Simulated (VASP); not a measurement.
Write the native input for VASP 6.6.1 that does the following.

```
Task                   : single point
Functional             : PBE
Dispersion             : D3(BJ)
Potentials or basis    : VASP PAW PBE potentials, release 64 (Sb)
Cutoff                 : 520 eV
k mesh                 : 16 × 8 × 10
Occupations            : gaussian, width 0.1 eV
Spin                   : no spin polarisation
Dipole correction      : no
Further INCAR settings : ALGO = Fast; EDIFF = 1e-06; NBANDS = 18
```

The structure of Sb lies in POSCAR:

```
Sb
1.0
    1.6600027847      2.8752091639      0.0000000000
    0.0000000000      0.0000000000      5.4735896426
    4.9794728908     -2.8749000139      0.0000000000
Sb
4
Direct
    0.5000000000      0.2500000000      0.8330015902
    0.0000000000      0.2500000000      0.3330015902
    0.5000000000      0.7500000000      0.1669984098
    1.0000000000      0.7500000000      0.6669984098
```

This isn't the form of Sb at room conditions, which is rhombohedral.

The cell isn't the ideal one: 0 of 4 Sb sites taken by N, cell and atoms relaxed.

One way to write it, as run:

INCAR

```
PREC = Accurate
ENCUT = 520
EDIFF = 1E-6
ISMEAR = 0
SIGMA = 0.1
LREAL = F
LASPH = T
NELM = 100
ALGO = Fast
ISIF = 2
LWAVE = F
LCHARG = T
GGA = PE
IVDW = 12
LELF = T
LVHAR = T
NBANDS = 18
```

KPOINTS

```
regular mesh
0
Gamma
  16 8 10
```

Potentials or basis: VASP PAW PBE potentials, release 64 (Sb).

Run with:

```sh
$ cat potpaw_PBE.64/Sb/POTCAR > POTCAR
$ mpirun -np 1 vasp_std > vasp.out
```

It gave:

```
Pressure                   : -0.2 GPa
Largest force              : 0.005 eV/Å
Band gap on the k mesh     : none (metal or under the smearing width)
Dispersion energy per atom : -0.541 eV
```

Caveat: pairwise dispersion overbinds metals, which lowers pressure and volume.

Run time: 3.4 min on 1 thread of Intel(R) Xeon(R) 6975P-C (Granite Rapids), on a shared host, peak memory 0.52 GiB.
